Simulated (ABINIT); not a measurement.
Planning a run of ABINIT 10.8.3 on ZnSe (Stilleite). The input:

```
acell 3*1.0 Angstrom
rprim 
  -0.000000000000 2.833800000000 2.833800000000
  2.833800000000 -0.000000000000 2.833800000000
  2.833800000000 2.833800000000 0.000000000000
ntypat 2
znucl 30 34
natom 2
typat 1 2
xred 
  0.000000000000 0.000000000000 0.000000000000
  0.250000000000 0.250000000000 0.250000000000
pp_dirpath "pseudos"
pseudos "Zn.upf, Se.upf"
ecut 48
ngkpt 4 4 4
nshiftk 1
shiftk 0 0 0
kptopt 1
chksymbreak 0
istwfk *1
occopt 1
irdwfk 1
optdriver 4
nband 107
gwcalctyp 28
ecutsigx 48
symsigma 0
nkptgw 8
kptgw 
  0.0000000000 0.0000000000 0.0000000000
  0.2500000000 0.0000000000 0.0000000000
  0.5000000000 0.0000000000 0.0000000000
  0.2500000000 0.2500000000 0.0000000000
  0.5000000000 0.2500000000 0.0000000000
  -0.2500000000 0.2500000000 0.0000000000
  0.5000000000 0.5000000000 0.0000000000
  -0.2500000000 0.5000000000 0.2500000000
bdgw 
  15 32
  15 32
  15 32
  15 32
  15 32
  15 32
  15 32
  15 32
ecuteps 6.1
irdscr 1
ppmodel 1
irdqps 1
rhoqpmix 0.3
indata_prefix "in"
outdata_prefix "out"
tmpdata_prefix "tmp"
```

```sh
OMP_NUM_THREADS=1 mpirun -n 4 abinit run.abi > log
```

Q: Estimate wall time and host memory on 4 MPI ranks of Arm Neoverse V1, shared host.

It took 6.1 min; on shared hardware allow 3.1 min to 12 min. Peak host memory was 1.9 GiB.

[Paths, hosts, dates, memory and timing lines, banners, echoed tables and standing remarks are left out of the program output.]

[Logs are printed without paths, hosts, clocks, repeated set-up lines and the standing remarks that a program may print on its own settings, such as how far it seeks lower states.]

[Runs of the session that timed out or met a known fault of the program may be left out.]

[Hosts, paths, dates, database ids (printed as entryN), source tags and the programs' standing remarks are cut or masked in the printed files.]

[G0W0 gaps are taken among the corrected bands and points alone; a level outside them can change the order at an edge.]

[Where Ansatz stands beside ABINIT at settings called matched, ABINIT's density can come from a denser mesh and the files from another edition; pairs whose starting gaps differed by over 0.03 eV were left out, so agreement reads better than it is.]
